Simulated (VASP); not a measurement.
**InP in VASP 6.6.1, single-point calculation**

INCAR

```
NBANDS = 16
GGA = PE
PREC = Accurate
LWAVE = .FALSE.
LCHARG = .FALSE.
ENCUT = 520
SIGMA = 0.02
LREAL = .FALSE.
EDIFF = 1E-7
LASPH = .FALSE.
ISIF = 2
MAXMIX = 10
NELECT = 18.02
ISMEAR = -1
IBRION = -1
NSW = 0
NELM = 120
```

KPOINTS

```
KPOINTS created by Atomic Simulation Environment
0
Gamma
8 8 8
0 0 0
```

POSCAR

```
In P
 1.0000000000000000
     0.0000000000000000    2.9537876347999998    2.8651740058000001
     2.9537876347999998    0.0000000000000000    2.8651740058000001
     2.9537876347999998    2.9537876347999998    0.0000000000000000
 In  P
   1   1
Cartesian
  0.0000000000000000  0.0000000000000000  0.0000000000000000
  1.4768938173999999  1.4768938173999999  1.4325870029000001
```

The recommended PBE PAW datasets give the neutral cell 18 valence electrons.

Command

```
mpirun -np 1 vasp_std
```

OSZICAR

```
N       E                     dE             d eps       ncg     rms          rms(c)
DAV:   1     0.111786527604E+03    0.11179E+03   -0.83374E+03  1888   0.125E+03
DAV:   2    -0.112460367514E+01   -0.11291E+03   -0.10822E+03  2096   0.297E+02
DAV:   3    -0.846669150628E+01   -0.73421E+01   -0.73037E+01  2456   0.748E+01
DAV:   4    -0.866111091352E+01   -0.19442E+00   -0.19436E+00  2408   0.131E+01
DAV:   5    -0.867000573239E+01   -0.88948E-02   -0.88947E-02  2808   0.238E+00    0.579E+00
DAV:   6    -0.826573466693E+01    0.40427E+00   -0.63234E-01  3064   0.129E+01    0.348E+00
DAV:   7    -0.823570953132E+01    0.30025E-01   -0.16297E-01  2768   0.322E+00    0.128E+00
DAV:   8    -0.823589590268E+01   -0.18637E-03   -0.15541E-02  2352   0.147E+00    0.336E-01
DAV:   9    -0.823649027883E+01   -0.59438E-03   -0.12650E-03  2464   0.370E-01    0.161E-01
DAV:  10    -0.823664143748E+01   -0.15116E-03   -0.25206E-04  2832   0.221E-01    0.103E-01
DAV:  11    -0.823671429085E+01   -0.72853E-04   -0.12002E-04  2320   0.990E-02    0.446E-02
DAV:  12    -0.823671392841E+01    0.36244E-06   -0.78132E-06  2256   0.275E-02    0.117E-02
DAV:  13    -0.823671429832E+01   -0.36991E-06   -0.14644E-06  2392   0.604E-03    0.920E-03
DAV:  14    -0.823671442758E+01   -0.12926E-06   -0.19828E-07  2464   0.451E-03    0.169E-03
DAV:  15    -0.823671444958E+01   -0.22005E-07   -0.10546E-08  1640   0.871E-04
   1 F= -.82367144E+01 E0= -.82365781E+01  d E =-.272606E-03
```

From OUTCAR

```
k-points           NKPTS =     59   k-points in BZ     NKDIM =     59   number of bands    NBANDS=     16

   NELECT =      18.0200    total number of electrons

   dimension x,y,z NGX =    32 NGY =   32 NGZ =   32
   dimension x,y,z NGXF=    64 NGYF=   64 NGZF=   64

  energy-cutoff  :      520.00
  volume of cell :       50.00
      direct lattice vectors                 reciprocal lattice vectors
     0.000000000  2.953787635  2.865174006    -0.169274187  0.169274187  0.174509471
     2.953787635  0.000000000  2.865174006     0.169274187 -0.169274187  0.174509471
     2.953787635  2.953787635  0.000000000     0.169274187  0.169274187 -0.174509471

 k-points in reciprocal lattice and weights: KPOINTS created by Atomic Simulation Env
   0.00000000  0.00000000  0.00000000       0.002
   0.12500000  0.00000000  0.00000000       0.016
   0.25000000  0.00000000  0.00000000       0.016
   0.37500000  0.00000000  0.00000000       0.016
   0.50000000  0.00000000  0.00000000       0.008
   0.12500000  0.12500000  0.00000000       0.004
   0.25000000  0.12500000  0.00000000       0.016
   0.37500000  0.12500000  0.00000000       0.016
   ...

 E-fermi :   6.8004

 k-point     1 :       0.0000    0.0000    0.0000
  band No.  band energies     occupation
      1      -8.9370      2.00000
      2      -8.9370      2.00000
      3      -8.9239      2.00000
      4      -8.7804      2.00000
      5      -8.7768      2.00000
      6      -6.3011      2.00000
      7       5.2164      2.00000
      8       5.2164      2.00000
      9       5.3532      2.00000
     10       6.0021      2.00000
     11       9.3244      0.00000
     12       9.3693      0.00000
     13       9.3693      0.00000
     14      13.8485      0.00000
     15      14.4850      0.00000
     16      14.9325      0.00000

 k-point     2 :       0.1250    0.0000    0.0000
  band No.  band energies     occupation
      1      -8.9531      2.00000
      2      -8.9292      2.00000
      3      -8.9200      2.00000
      4      -8.7807      2.00000
      5      -8.7762      2.00000
      6      -6.1205      2.00000
      7       3.7214      2.00000
      8       5.0190      2.00000
      9       5.1302      2.00000
     10       6.9384      0.00201
     11       9.4675      0.00000
     12       9.6388      0.00000
     13       9.6673      0.00000
     14      13.9019      0.00000
     15      14.1850      0.00000
     16      14.6749      0.00000

 k-point     3 :       0.2500    0.0000    0.0000
  band No.  band energies     occupation
      1      -8.9971      2.00000
      2      -8.9128      2.00000
      3      -8.9047      2.00000
      4      -8.7794      2.00000
      5      -8.7720      2.00000
      6      -5.6159      2.00000
      7       1.8080      2.00000
      8       4.6250      2.00000
      9       4.7742      2.00000
     10       7.0668      0.00000
     11      10.0133      0.00000
     12      10.0719      0.00000
     13      10.6250      0.00000
     14      13.7906      0.00000
     15      13.8623      0.00000
     16      14.4673      0.00000

 ...

  Total        1.3478186      1.3478186      1.6756597      0.0000000      0.0000000     -0.0000000
  in kB       43.1919176     43.1919176     53.6978465      0.0000000      0.0000000     -0.0000000
  external PRESSURE =      46.6938939 kB  Pullay stress =       0.0000000 kB

 POSITION                                       TOTAL-FORCE (eV/Angst)
 -----------------------------------------------------------------------------------
      0.00000      0.00000      0.00000         0.000000      0.000000      0.000000
      1.47689      1.47689      1.43259        -0.000000     -0.000000      0.000000
 -----------------------------------------------------------------------------------
    total drift:                                0.000000      0.000000     -0.000001

  FREE ENERGIE OF THE ION-ELECTRON SYSTEM (eV)
  ---------------------------------------------------
  free  energy   TOTEN  =        -8.2367144496 eV

  energy  without entropy=       -8.2364418433  energy(sigma->0) =       -8.23657815
```

It converged. Results: pressure 4.7 GPa.

The cell is charged and sits in a uniform background.

For comparison, a separate PBE run of the intended cell, on usual settings and not on those above, gives a gap of 0.65 eV on its mesh and a pressure of 3.8 GPa.

The run above took about 33 s on one core of a shared host (Intel Xeon Platinum 8488C) and held 0.19 GiB at most.
